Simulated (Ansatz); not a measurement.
# AlCu3: the cost of one run

Computed with Ansatz 0.2.0 (DFT PBEsol, scalar-relativistic, plane waves, PAW, unless a step's input says otherwise).

1 further run of the same task is left out (set aside as unsound or not needed).

## Step 1: The structure to begin with

Symmetry: P6_3/mmc, No. 194, hexagonal system. Conventional cell: a = 5.141 Å, b = 5.141 Å, c = 4.179 Å, α = 90.00°, β = 90.00°, γ = 120.00°. Around Al (site symmetry -6m2) lie 12 Cu at 2.57 Å. Cu (site symmetry mm2) has 8 Cu at 2.55 to 2.59 Å and 4 Al at 2.57 Å as nearest neighbours.

Structure file:

```cif
data_structure
_symmetry_space_group_name_H-M 'P 1'
_symmetry_Int_Tables_number 1
_cell_length_a 5.1407
_cell_length_b 5.1407
_cell_length_c 4.1788
_cell_angle_alpha 90.000
_cell_angle_beta 90.000
_cell_angle_gamma 120.000
_cell_volume 95.64
loop_
_atom_site_label
_atom_site_type_symbol
_atom_site_fract_x
_atom_site_fract_y
_atom_site_fract_z
_atom_site_occupancy
Al1 Al 0.66667 0.33333 0.25000 1
Al2 Al 0.33333 0.66667 0.75000 1
Cu1 Cu 0.33062 0.16531 0.75000 1
Cu2 Cu 0.83469 0.16531 0.75000 1
Cu3 Cu 0.83469 0.66938 0.75000 1
Cu4 Cu 0.66938 0.83469 0.25000 1
Cu5 Cu 0.16531 0.83469 0.25000 1
Cu6 Cu 0.16531 0.33062 0.25000 1
```

It goes back to an entry of the Materials Project, which need not be the stable form.

It is the result of an earlier relaxation at this level (volume 11.95 Å³/atom; gap on the mesh: none (metal)).

## Step 2: Zero of the scan

Contents of input.yaml:

```yaml
crystal:
  lattice:
    - [5.1407270496, 0.0, 0.0]
    - [-2.5703635248, 4.4520002189, 0.0]
    - [0.0, 0.0, 4.1787532214]
  atoms:
    - { symbol: Al, position: [0.6666666667, 0.3333333333, 0.25] }
    - { symbol: Al, position: [0.3333333333, 0.6666666667, 0.75] }
    - { symbol: Cu, position: [0.3306224908, 0.1653112454, 0.75] }
    - { symbol: Cu, position: [0.8346887546, 0.1653112454, 0.75] }
    - { symbol: Cu, position: [0.8346887546, 0.6693775092, 0.75] }
    - { symbol: Cu, position: [0.6693775092, 0.8346887546, 0.25] }
    - { symbol: Cu, position: [0.1653112454, 0.8346887546, 0.25] }
    - { symbol: Cu, position: [0.1653112454, 0.3306224908, 0.25] }
basis:
  ecutwfc: 420
kpoints:
  mp_grid: { grid: [12, 12, 10] }
hamiltonian:
  xc: pbesol
scf:
  occupations: { method: gaussian, width: 0.15 }
output:
  forces: true
  stress: true
  eigenvalues: true
```

The run is started by

```
$ ansatz run input.yaml --threads 2 --pin off --max-ram 5120MiB --backend cpu --events-out ev --progress --plain --runs-dir out
```

What time and memory should one allow on 2 threads of Intel Xeon at 2.50GHz (Skylake/Cascade Lake), shared host?

About 40 s, with a peak of 0.81 GiB.
